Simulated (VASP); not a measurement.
# AlAs (F-43m) in VASP: further runs

One crystal, AlAs, is run at these levels: PBEsol; tasks: relaxation of cell and atoms.

Everything below comes from runs of VASP 6.6.1. Logs are shortened: lines on timing, memory, paths and dates and some standing lists are left out, and cuts for length are marked.

**1. The structure**

It takes space group F-43m (No. 216, cubic). Conventional cell: a = 5.661 Å, b = 5.661 Å, c = 5.661 Å, α = 90.00°, β = 90.00°, γ = 90.00°. Al (site symmetry -43m) has 4 As at 2.45 Å as nearest neighbours. Around As (site symmetry -43m) lie 4 Al at 2.45 Å.

**2. Relaxation of cell and atoms, PBEsol**

INCAR

```
SYSTEM = AlAs
PREC     = Accurate       ! precision mode
ENCUT    = 600            ! plane-wave cutoff, eV
EDIFF    = 1E-6           ! SCF threshold, eV
ISMEAR   = 0              ! smearing method
SIGMA    = 0.03           ! smearing width, eV
LREAL    = .FALSE.        ! projectors in reciprocal space
LASPH    = .TRUE.         ! aspherical terms in the spheres
NELM     = 80             ! most SCF steps
ALGO     = Normal         ! electronic algorithm
ISIF     = 3              ! what is computed and relaxed
LWAVE    = .FALSE.        ! write WAVECAR
LCHARG   = .FALSE.        ! write CHGCAR
GGA      = PS             ! functional
IBRION   = 2              ! ionic algorithm
NSW      = 90             ! ionic steps
EDIFFG   = -0.01          ! ionic threshold
```

KPOINTS

```
Automatic mesh
0
G
  8 8 8
  0 0 0
```

POSCAR

```
AlAs
1.0
    0.0000000000      2.8304000000      2.8304000000
    2.8304000000      0.0000000000      2.8304000000
    2.8304000000      2.8304000000      0.0000000000
Al As
1 1
Direct
    0.0000000000      0.0000000000      0.0000000000
    0.2500000000      0.2500000000      0.2500000000
```

Potentials or basis: VASP PAW PBE potentials, release 64 (Al, As).

The run is started by

```bash
> cat potpaw_PBE.64/Al/POTCAR potpaw_PBE.64/As/POTCAR > POTCAR
> mpirun -np 1 vasp_std > vasp.out
```

OUTCAR:

```text
SYSTEM = AlAs
   PREC = Accurate
   ENCUT = 600
   EDIFF = 1E-6
   ISMEAR = 0
   LREAL = .FALSE.
   LASPH = .TRUE.
   NELM = 80
   ISIF = 3
   GGA = PS
   IBRION = 2
   NSW = 90
   EDIFFG = -0.01

 ion  position               nearest neighbor table
   1  0.000  0.000  0.000-   2 2.45   2 2.45   2 2.45   2 2.45
   2  0.250  0.250  0.250-   1 2.45   1 2.45   1 2.45   1 2.45

  LATTYP: Found a face centered cubic cell.
 ALAT       =     5.6608000000

  Lattice vectors:

 A1 = (   0.0000000000,   2.8304000000,   2.8304000000)
 A2 = (   2.8304000000,   0.0000000000,   2.8304000000)
 A3 = (   2.8304000000,   2.8304000000,   0.0000000000)

Analysis of symmetry for initial positions (statically):
=====================================================================
 Subroutine PRICEL returns:
 Original cell was already a primitive cell.

 Routine SETGRP: Setting up the symmetry group for a
 face centered cubic supercell.

 Subroutine GETGRP returns: Found 24 space group operations
 (whereof 24 operations were pure point group operations)
 out of a pool of 48 trial point group operations.

The static configuration has the point symmetry T_d .

Analysis of symmetry for dynamics (positions and initial velocities):
=====================================================================
 Subroutine PRICEL returns:
 Original cell was already a primitive cell.

 Routine SETGRP: Setting up the symmetry group for a
 face centered cubic supercell.

 Subroutine GETGRP returns: Found 24 space group operations
 (whereof 24 operations were pure point group operations)
 out of a pool of 48 trial point group operations.

The dynamic configuration has the point symmetry T_d .

 Subroutine INISYM returns: Found 24 space group operations
 (whereof 24 operations are pure point group operations),
 and found     1 'primitive' translations

----------------------------------------------------------------------------------------

                                     Primitive cell

  volume of cell :      45.3496

  direct lattice vectors                    reciprocal lattice vectors
     0.000000000  2.830400000  2.830400000    -0.176653477  0.176653477  0.176653477
     2.830400000  0.000000000  2.830400000     0.176653477 -0.176653477  0.176653477
     2.830400000  2.830400000  0.000000000     0.176653477  0.176653477 -0.176653477

  length of vectors
     4.002790067  4.002790067  4.002790067     0.305972797  0.305972797  0.305972797

  position of ions in fractional coordinates (direct lattice)
     0.000000000  0.000000000  0.000000000
     0.250000000  0.250000000  0.250000000

  ion indices of the primitive-cell ions
   primitive index   ion index
                 1           1
                 2           2

----------------------------------------------------------------------------------------

 KPOINTS: Automatic mesh

Automatic generation of k-mesh.
 Grid dimensions read from file:
 generate k-points for:    8    8    8

 Generating k-lattice:

  Cartesian coordinates                     Fractional coordinates (reciprocal lattice)
    -0.022081685  0.022081685  0.022081685     0.125000000  0.000000000  0.000000000
     0.022081685 -0.022081685  0.022081685     0.000000000  0.125000000  0.000000000
     0.022081685  0.022081685 -0.022081685     0.000000000  0.000000000  0.125000000

  Length of vectors
     0.038246600  0.038246600  0.038246600

  Shift w.r.t. Gamma in fractional coordinates (k-lattice)
     0.000000000  0.000000000  0.000000000

 Subroutine IBZKPT returns following result:
 ===========================================

 Found     29 irreducible k-points:

 Following reciprocal coordinates:
            Coordinates               Weight
  0.000000  0.000000  0.000000      1.000000
  0.125000  0.000000  0.000000      8.000000
  0.250000  0.000000  0.000000      8.000000
  0.375000  0.000000  0.000000      8.000000
  0.500000  0.000000  0.000000      4.000000
  0.125000  0.125000  0.000000      6.000000
[... 16 lines left out ...]
  0.500000  0.250000  0.125000     48.000000
 -0.375000  0.250000  0.125000     24.000000
 [... further k-points ...]
   k-points           NKPTS =     29   k-points in BZ     NKDIM =     29   number of bands    NBANDS=      8
   number of dos      NEDOS =    301   number of ions     NIONS =      2
   total plane-waves  NPLWV =  32768
   dimension x,y,z NGX =    32 NGY =   32 NGZ =   32
   dimension x,y,z NGXF=    64 NGYF=   64 NGZF=   64
   ions per type =               1   1
   NGX,Y,Z   is equivalent  to a cutoff of  13.29, 13.29, 13.29 a.u.
   NGXF,Y,Z  is equivalent  to a cutoff of  26.58, 26.58, 26.58 a.u.
 SYSTEM =  AlAs
   PREC   = accura    normal or accurate (medium, high low for compatibility)
   ISTART =      0    job   : 0-new  1-cont  2-samecut
   ICHARG =      2    charge: 1-file 2-atom 10-const
   ISPIN  =      1    spin polarized calculation?
   LNONCOLLINEAR =      F non collinear calculations
   LSORBIT =      F    spin-orbit coupling
   LASPH  =      T    aspherical Exc in radial PAW
   ENCUT  =  600.0 eV  44.10 Ry    6.64 a.u.   7.99  7.99  7.99*2*pi/ulx,y,z
   NELM   =     80;   NELMIN=  2; NELMDL= -5     # of ELM steps
   EDIFF  = 0.1E-05   stopping-criterion for ELM
   LREAL  =      F    real-space projection
   EDIFFG = -.1E-01   stopping-criterion for IOM
   NSW    =     90    number of steps for IOM
   IBRION =      2    ionic relax: 0-MD 1-quasi-New 2-CG
   NFREE  =      1    steps in history (QN), initial steepest desc. (CG)
   ISIF   =      3    stress and relaxation
   ISYM   =      2    0-nonsym 1-usesym 2-fastsym
   POTIM  = 0.5000    time-step for ionic-motion
   TEBEG  =    0.0;   TEEND  =   0.0 temperature during run
   PSTRESS=    0.0 pullay stress
   NELECT =       8.0000    total number of electrons
   NUPDOWN=      -1.0000    fix difference up-down
   EMIN   =  10.00;   EMAX   =-10.00  energy-range for DOS
   EFERMI =   0.00;   METHOD = LEGACY
   ISMEAR =     0;   SIGMA  =   0.03  broadening in eV -4-tet -1-fermi 0-gaus
   EFERMI_NEDOS =   21; number of points for ismear=-14 and -15
   IALGO  =     38    algorithm
   IMIX   =      4    mixing-type and parameters
     AMIX     =   0.40;   BMIX     =  1.00
     AMIX_MAG =   1.60;   BMIX_MAG =  1.00
  volume/ion in A,a.u.               =      22.67       153.02
  Fermi-wavevector in a.u.,A,eV,Ry     =   0.918150  1.735052 11.469706  0.843000
  Thomas-Fermi vector in A             =   2.043199
   LORBIT       =      0    0 simple, 1 ext, 2 COOP (PROOUT), +10 PAW based schemes
   GGA     = PS    functional components
   LHFCALC =     F    Hartree Fock is set to
   AEXX    =    0.0000 exact exchange contribution
   IVDW    =     0    specifies the selected vdW correction
   LEPSILON=     F    determine dielectric tensor
   LRPA    =     F    only Hartree local field effects (RPA)
 conjugate gradient relaxation of ions
 non-spin polarized calculation
 Gauss-broadening in eV      SIGMA  =   0.03
  energy-cutoff  :      600.00
  volume of cell :       45.35
 maximum number of plane-waves:      1540
   NGX = 15   NGY = 15   NGZ = 15

--------------------------------------- Ionic step        1  -------------------------------------------

 number of electron       8.0000001 magnetization

 Free energy of the ion-electron system (eV)
  ---------------------------------------------------
  ext. energy  EPLUGINS =         0.00000000
  ---------------------------------------------------
  free energy    TOTEN  =       -10.06365207 eV

  energy without entropy =      -10.06365207  energy(sigma->0) =      -10.06365207

------------------------ aborting loop because EDIFF is reached ----------------------------------------

  FORCE on cell =-STRESS in cart. coord.  units (eV):
  Direction    XX          YY          ZZ          XY          YZ          ZX
  --------------------------------------------------------------------------------------
  -------------------------------------------------------------------------------------
  Total        0.2326517      0.2326517      0.2326517      0.0000000      0.0000000     -0.0000000
  in kB        8.2194623      8.2194623      8.2194623      0.0000000      0.0000000     -0.0000000
  external PRESSURE =       8.2194623 kB  Pullay stress =       0.0000000 kB

 VOLUME and BASIS-vectors are now :
 -----------------------------------------------------------------------------
  energy-cutoff  :      600.00
  volume of cell :       45.35
      direct lattice vectors                 reciprocal lattice vectors
     0.000000000  2.830400000  2.830400000    -0.176653477  0.176653477  0.176653477
     2.830400000  0.000000000  2.830400000     0.176653477 -0.176653477  0.176653477
     2.830400000  2.830400000  0.000000000     0.176653477  0.176653477 -0.176653477
[... 37 lines left out ...]
 POSITION                                       TOTAL-FORCE (eV/Angst)
 -----------------------------------------------------------------------------------
      0.00000      0.00000      0.00000         0.000000      0.000000      0.000000
      1.42314      1.42314      1.42314        -0.000000     -0.000000     -0.000000
 -----------------------------------------------------------------------------------
    total drift:                                0.000000      0.000000      0.000000

  FREE ENERGIE OF THE ION-ELECTRON SYSTEM (eV)
  ---------------------------------------------------
  free  energy   TOTEN  =       -10.0646022920 eV

  energy  without entropy=      -10.0646022920  energy(sigma->0) =      -10.06460229

--------------------------------------- Ionic step        3  -------------------------------------------

 number of electron       8.0000001 magnetization

 Free energy of the ion-electron system (eV)
  ---------------------------------------------------
  ext. energy  EPLUGINS =         0.00000000
  ---------------------------------------------------
  free energy    TOTEN  =       -10.06493621 eV

  energy without entropy =      -10.06493621  energy(sigma->0) =      -10.06493621

 E-fermi :   3.8681     XC(G=0):  -9.1529

 val. band max:        3.7082847659   @ k =   0.0000   0.0000   0.0000
 cond. band min:       5.0465055103   @ k =   0.5000   0.5000   0.0000
 fundamental gap:      1.3382207445
 Fermi energy:         3.8681211342

 k-point     1 :       0.0000    0.0000    0.0000
  band No.  band energies     occupation
      1      -8.1168      2.00000
      2       3.7083      2.00000
      3       3.7083      2.00000
      4       3.7083      2.00000
      5       5.6018      0.00000
      6       7.9525      0.00000
      7       7.9525      0.00000
      8       7.9525      0.00000

 k-point     2 :       0.1250    0.0000    0.0000
  band No.  band energies     occupation
      1      -7.9655      2.00000
      2       2.2653      2.00000
      3       3.5484      2.00000
      4       3.5484      2.00000
      5       6.3800      0.00000
      6       8.2321      0.00000
      7       8.2321      0.00000
      8       8.3251      0.00000
[... 221 lines left out ...]
 k-point    23 :       0.5000    0.2500    0.1250
  band No.  band energies     occupation
      1      -6.7081      2.00000
      2      -1.0585      2.00000
      3       1.1712      2.00000
      4       2.3550      2.00000
      5       7.3045      0.00000
      6       8.0792      0.00000
      7       9.4021      0.00000
      8      10.4919      0.00000

 k-point    24 :      -0.3750    0.2500    0.1250
  band No.  band energies     occupation
      1      -6.4569      2.00000
      2      -1.5329      2.00000
      3       1.0195      2.00000
      4       2.1723      2.00000
      5       7.2939      0.00000
      6       7.8607      0.00000
      7      10.3076      0.00000
      8      11.2383      0.00000

 [... further k-points ...]

------------------------ aborting loop because EDIFF is reached ----------------------------------------

  FORCE on cell =-STRESS in cart. coord.  units (eV):
  Direction    XX          YY          ZZ          XY          YZ          ZX
  --------------------------------------------------------------------------------------
  -------------------------------------------------------------------------------------
  Total        0.0008354      0.0008354      0.0008354      0.0000000      0.0000000     -0.0000000
  in kB        0.0291897      0.0291897      0.0291897      0.0000000      0.0000000     -0.0000000
  external PRESSURE =       0.0291897 kB  Pullay stress =       0.0000000 kB

 VOLUME and BASIS-vectors are now :
 -----------------------------------------------------------------------------
  energy-cutoff  :      600.00
  volume of cell :       45.86
      direct lattice vectors                 reciprocal lattice vectors
     0.000000000  2.840884473  2.840884473    -0.176001525  0.176001525  0.176001525
     2.840884473  0.000000000  2.840884473     0.176001525 -0.176001525  0.176001525
     2.840884473  2.840884473 -0.000000000     0.176001525  0.176001525 -0.176001525

 POSITION                                       TOTAL-FORCE (eV/Angst)
 -----------------------------------------------------------------------------------
      0.00000      0.00000      0.00000        -0.000000     -0.000000     -0.000000
      1.42044      1.42044      1.42044         0.000000      0.000000      0.000000
 -----------------------------------------------------------------------------------
    total drift:                                0.000000      0.000000      0.000000

  FREE ENERGIE OF THE ION-ELECTRON SYSTEM (eV)
  ---------------------------------------------------
  free  energy   TOTEN  =       -10.0649362116 eV

  energy  without entropy=      -10.0649362116  energy(sigma->0) =      -10.06493621

 reached required accuracy - stopping structural energy minimisation
```

Wall time 14 s (1 thread of AMD EPYC 9R45 (Zen 5), shared host); peak memory 0.16 GiB.

Results:

| Quantity | Value |
| --- | --- |
| Free energy | -10.0649 eV |
| Relaxed volume | 22.93 Å³/atom |
| Relaxed cell | a = 4.018 Å, b = 4.018 Å, c = 4.018 Å, α = 60.00°, β = 60.00°, γ = 60.00° |
| Space group after relaxing (to 0.05 Å) | F-43m (No. 216) |
| Energy gained by relaxing | 0.6 meV/atom |
| Ionic steps | 3 |
| Pressure after relaxing | 0.0 GPa |
| Band gap on the k mesh | 1.34 eV, indirect (least direct gap 1.89 eV) |

The path:
```tsv
step	energy change (eV)	largest force (eV/Å)	pressure (GPa)	volume (Å³)
1	0.0000	0.0000	0.82	45.35
2	-0.0010	0.0000	-0.41	46.12
3	-0.0013	0.0000	0.00	45.86
```

Final structure:
```
CELL_PARAMETERS angstrom
0.00000 2.84088 2.84088
2.84088 0.00000 2.84088
2.84088 2.84088 0.00000
ATOMIC_POSITIONS crystal
Al 0.00000 0.00000 0.00000
As 0.25000 0.25000 0.25000
```

Caveat: the PAW data sets were made with another functional, which shifts forces and pressure a little. A k mesh can miss the band edges.

**3. Relaxation of cell and atoms, PBEsol**

This run uses another cell than the first one, of 22.93 Å³/atom, 1.011 times its volume.

Changes to INCAR since step 2:

```diff
@@ -3,3 +3,3 @@
 ENCUT    = 600            ! plane-wave cutoff, eV
-EDIFF    = 1E-6           ! SCF threshold, eV
+EDIFF    = 1E-7           ! SCF threshold, eV
 ISMEAR   = 0              ! smearing method
@@ -16,2 +16,2 @@
 NSW      = 90             ! ionic steps
-EDIFFG   = -0.01          ! ionic threshold
+EDIFFG   = -0.005         ! ionic threshold
```

KPOINTS is that of step 2.

POSCAR

```
AlAs                                    
1.0
    0.0000000000      2.8408844733      2.8408844733
    2.8408844733      0.0000000000      2.8408844733
    2.8408844733      2.8408844733     -0.0000000000
  Al              As            
     1     1
Direct
     0.0000000000000000    0.0000000000000000    0.0000000000000000
     0.2500000000000000    0.2500000000000000    0.2500000000000000
```

Potentials or basis: VASP PAW PBE potentials, release 64 (Al, As).

The run is started by

```bash
> cat potpaw_PBE.64/Al/POTCAR potpaw_PBE.64/As/POTCAR > POTCAR
> mpirun -np 1 vasp_std > vasp.out
```

Wall time 7.9 s (1 thread of AMD EPYC 9R45 (Zen 5), shared host); peak memory 0.15 GiB.

The run converged. Its results:

```
Free energy             : -10.0649 eV
Pressure after relaxing : 0.0 GPa
Band gap on the k mesh  : 1.34 eV, indirect (least direct gap 1.89 eV)
```

Final structure:
```cif
data_structure
_symmetry_space_group_name_H-M 'P 1'
_symmetry_Int_Tables_number 1
_cell_length_a 4.0176
_cell_length_b 4.0176
_cell_length_c 4.0176
_cell_angle_alpha 60.000
_cell_angle_beta 60.000
_cell_angle_gamma 60.000
_cell_volume 45.86
loop_
_atom_site_label
_atom_site_type_symbol
_atom_site_fract_x
_atom_site_fract_y
_atom_site_fract_z
_atom_site_occupancy
Al1 Al 0.00000 0.00000 0.00000 1
As1 As 0.25000 0.25000 0.25000 1
```

Levels at points of the mesh, in eV from the valence-band top:
| k point | band 2 | band 3 | band 4 | band 5 | band 6 | band 7 |
| --- | --- | --- | --- | --- | --- | --- |
| (0.00, 0.00, 0.00) | 0.00 | 0.00 | 0.00 | 1.89 | 4.24 | 4.24 |
| (0.50, 0.00, 0.00) | -5.55 | -0.82 | -0.82 | 2.04 | 4.62 | 4.62 |
| (0.50, 0.50, 0.00) | -5.40 | -2.16 | -2.16 | 1.34 | 2.22 | 10.20 |

Caveat: the relaxation stopped at its first step, so nothing moved; the PAW data sets were made with another functional, which shifts forces and pressure a little.

**4. Relaxation of cell and atoms, PBEsol**

INCAR

```
PREC = Accurate
ENCUT = 600
EDIFF = 1E-6
ISMEAR = 0
SIGMA = 0.03
LREAL = F
LASPH = T
NELM = 80
ALGO = Normal
ISIF = 3
LWAVE = F
LCHARG = F
GGA = PS
IBRION = 2
NSW = 90
EDIFFG = -0.01
KPAR = 4
```

KPOINTS

```
Automatic mesh
0
Gamma
  8 8 8
```

POSCAR

```
AlAs
1.0
    0.0000000000      2.8304000000      2.8304000000
    2.8304000000      0.0000000000      2.8304000000
    2.8304000000      2.8304000000      0.0000000000
Al As
1 1
Direct
    0.0000000000      0.0000000000      0.0000000000
    0.2500000000      0.2500000000      0.2500000000
```

The run is started by

```bash
> cat potpaw_PBE.64/Al/POTCAR potpaw_PBE.64/As/POTCAR > POTCAR
> mpirun -np 4 vasp_std > vasp.out
```

It took 5.9 s on 4 MPI ranks of Intel Xeon 6975P-C (Granite Rapids), shared host; peak memory 0.18 GiB.

It converged, with:

- Free energy: -10.0649 eV
- Relaxed volume: 22.93 Å³/atom
- Relaxed cell: a = 4.018 Å, b = 4.018 Å, c = 4.018 Å, α = 60.00°, β = 60.00°, γ = 60.00°
- Space group after relaxing (to 0.05 Å): F-43m (No. 216)
- Energy gained by relaxing: 0.6 meV/atom
- Ionic steps: 3
- Pressure after relaxing: 0.0 GPa
- Band gap on the k mesh: 1.34 eV, indirect (least direct gap 1.89 eV)

The path:
```csv
step,energy change (eV),largest force (eV/Å),pressure (GPa),volume (Å³)
1,0.0000,0.0000,0.82,45.35
2,-0.0010,0.0000,-0.41,46.12
3,-0.0013,0.0000,0.00,45.86
```

Final structure:
```cif
data_structure
_symmetry_space_group_name_H-M 'P 1'
_symmetry_Int_Tables_number 1
_cell_length_a 4.0176
_cell_length_b 4.0176
_cell_length_c 4.0176
_cell_angle_alpha 60.000
_cell_angle_beta 60.000
_cell_angle_gamma 60.000
_cell_volume 45.86
loop_
_atom_site_label
_atom_site_type_symbol
_atom_site_fract_x
_atom_site_fract_y
_atom_site_fract_z
_atom_site_occupancy
Al1 Al 0.00000 0.00000 0.00000 1
As1 As 0.25000 0.25000 0.25000 1
```

Levels at points of the mesh, in eV from the valence-band top:
| k point | band 2 | band 3 | band 4 | band 5 | band 6 | band 7 |
| --- | --- | --- | --- | --- | --- | --- |
| (0.00, 0.00, 0.00) | 0.00 | 0.00 | 0.00 | 1.89 | 4.24 | 4.24 |
| (0.50, 0.00, 0.00) | -5.55 | -0.82 | -0.82 | 2.04 | 4.62 | 4.62 |
| (0.50, 0.50, 0.00) | -5.40 | -2.16 | -2.16 | 1.34 | 2.22 | 10.20 |

Caveat: the PAW data sets were made with another functional, which shifts forces and pressure a little.

(Continued in part 2 of 2.)
